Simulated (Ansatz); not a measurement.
Formation energy of InSe

Computed with Ansatz (plane waves, PAW, 420 eV cutoff): PBE, scalar-relativistic, no spin polarisation, Γ-centred 10×10×6 mesh, 0.05 eV Gaussian smearing; PAW files: Ansatz's generated set soft_2.

The chain of runs began from a cell as deposited in COD, expanded in volume.

The structure is monoclinic, space group C2/m (No. 12). The conventional cell has a = 11.484 Å, b = 4.124 Å, c = 5.720 Å, α = 90.00°, β = 108.14°, γ = 90.00°. Around In (site symmetry m) lie 3 Se at 2.69 to 2.72 Å and 1 In at 2.83 Å. Around Se (site symmetry m) lie 3 In at 2.69 to 2.72 Å. (Shells end 15 % past the nearest neighbour.)

The elements were computed in their standard states with the same datasets, cutoff and functional. Absolute energies hang on the potentials; compare differences alone.

Energy of the relaxed cell (4 atoms, smearing extrapolated to zero): -22135.812 eV. Elements, in eV/atom: In -5597.847, Se -5469.079.

Problem. What is the formation energy?

Solution. [-22135.812 − (2 × -5597.847 + 2 × -5469.079)] / 4 = -0.49 eV/atom, or -47 kJ per mole of atoms.

The value is for 0 K, without zero-point energy. Uncorrected semilocal values for oxides, chalcogenides and halides often miss by tenths of an eV an atom. A negative value shows stability against the elements alone, not against other compounds or structures.

The structure is built of weakly bound layers, and this functional has no dispersion term, so their spacing and all that hangs on it (volume, the soft elastic constants, low modes, dielectric constants) are poorly given.
